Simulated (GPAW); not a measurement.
Crystal: NaCl.

```
CELL_PARAMETERS angstrom
0.00000 2.79406 2.79406
2.79406 0.00000 2.79406
2.79406 2.79406 0.00000
ATOMIC_POSITIONS crystal
Cl 0.50000 0.50000 0.50000
Na 0.00000 0.00000 0.00000
```

The cell is a database's computed one.

```yaml
Program: GPAW 26.7.0
Task: single point
Functional: PBEsol
Potentials_or_basis: PAW data sets generated in the run's folder for this functional
Cutoff: 800 eV
Basis: pw
k_mesh: 8 × 8 × 8
Occupations: fermi-dirac, width 0.05 eV
Spin: no spin polarisation
```

On this cell: pressure 0.2 GPa; largest force zero by symmetry; band gap on the k mesh 5.04 eV, direct.

The same run follows on a disturbed copy (atoms moved at random, drawn with an rms of 0.05 Å):

```xyz
2
Lattice="0.0000 2.7941 2.7941 2.7941 0.0000 2.7941 2.7941 2.7941 0.0000" Properties=species:S:1:pos:R:3 pbc="T T T"
Cl    2.8348    2.7665    2.7964
Na   -0.0017   -0.0217   -0.0033
```

Question: What does the disturbed cell give?

Answer: The energy moves by +0.7 meV/atom; pressure 0.3 GPa; largest force 0.066 eV/Å; band gap on the k mesh 5.04 eV, direct.

Forces in eV/Å, atoms in the order of the input:
```
Cl  -0.064  0.009 -0.008
Na   0.064 -0.009  0.008
```

Stress tensor (GPa, compression positive):
```
0.32 0.00 0.00
0.00 0.24 0.00
0.00 0.00 0.24
```

